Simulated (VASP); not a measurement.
The system is MoSe2.

```
CELL_PARAMETERS angstrom
3.28800 0.00000 0.00000
-1.64400 2.84749 0.00000
0.00000 0.00000 12.90000
ATOMIC_POSITIONS crystal
Mo 0.33333 0.66667 0.25000
Mo 0.66667 0.33333 0.75000
Se 0.33333 0.66667 0.62500
Se 0.66667 0.33333 0.12500
Se 0.33333 0.66667 0.87500
Se 0.66667 0.33333 0.37500
```

| Property | Result |
| --- | --- |
| Program | VASP 6.6.1 |
| Task | relaxation of cell and atoms |
| Functional | PBE |
| Dispersion | D3(BJ) |
| Potentials or basis | VASP PAW PBE potentials, release 64 (Mo_sv, Se) |
| Cutoff | 600 eV |
| k mesh | 9 × 9 × 2 |
| Occupations | gaussian, width 0.03 eV |
| Spin | no spin polarisation |

At the start: pressure 4.5 GPa; volume 20.13 Å³/atom.

Problem. Where does the relaxation end?

Solution. Over 14 steps the energy falls by 24.1 meV/atom and the volume is 19.74 Å³/atom (-1.9 %); space group P6_3/mmc (No. 194, to 0.05 Å).

The path:
```
step  energy change (eV)  largest force (eV/Å)  pressure (GPa)  volume (Å³)
   1              0.0000                1.1441            4.52       120.78
   2              0.2308                1.2853           -9.26       130.92
   3             -0.1073                0.1481           -1.23       124.27
   4             -0.1075                0.1809           -1.04       124.14
   5             -0.1225                0.1168           -0.28       122.48
   6             -0.1232                0.0997           -0.06       122.02
   7             -0.1275                0.0908           -0.06       121.61
   8             -0.1379                0.0632           -0.04       120.35
   9             -0.1435                0.0013            0.20       117.83
  10             -0.1443                0.0240            0.12       118.56
  11             -0.1444                0.0211            0.12       118.46
  12             -0.1443                0.0190            0.13       118.39
  13             -0.1425                0.1158           -0.76       118.94
  14             -0.1444                0.0004            0.01       118.46
```

Final structure:
```
Mo Se
1.0
     3.27866    0.00000    0.00000
    -1.63933    2.83941    0.00000
     0.00000    0.00000   12.72500
Mo Se
2 4
Direct
  0.33333 0.66667 0.25000
  0.66667 0.33333 0.75000
  0.33333 0.66667 0.61833
  0.66667 0.33333 0.11833
  0.33333 0.66667 0.88167
  0.66667 0.33333 0.38167
```
